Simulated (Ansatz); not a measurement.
# Y (P6_3/mmc), clamped-ion strain scan

Theory: DFT PBE, scalar-relativistic, plane waves, PAW in Ansatz 0.2.0. The runs took a 420 eV cutoff, a Γ-centred 15×15×8 mesh and Gaussian smearing (0.15 eV). No spin polarisation. Energies are free energies at this smearing, counted from the undisturbed cell; pressure is positive in compression.

Reference structure (as given, not relaxed at this level; it stands at -0.4 GPa):

```
CELL_PARAMETERS angstrom
3.65150 0.00000 0.00000
-1.82575 3.16229 0.00000
0.00000 0.00000 5.74740
ATOMIC_POSITIONS crystal
Y 0.33333 0.66667 0.25000
Y 0.66667 0.33333 0.75000
```

The cell is strained by ε times the Voigt pattern (0, 0, 0, 0, 0, 1) (xx, yy, zz, yz, xz, xy; engineering shear) with fractional coordinates fixed. The cell is metallic on the mesh throughout.

```csv
ε,ΔE (meV/atom),"stress summed along the pattern (GPa, tension positive)",pressure (GPa)
-0.0400,4.8,-1.15,-0.3
-0.0200,1.2,-0.58,-0.4
0.0000,0.0,0.00,-0.4
0.0100,0.3,0.29,-0.4
0.0300,2.7,0.86,-0.4
```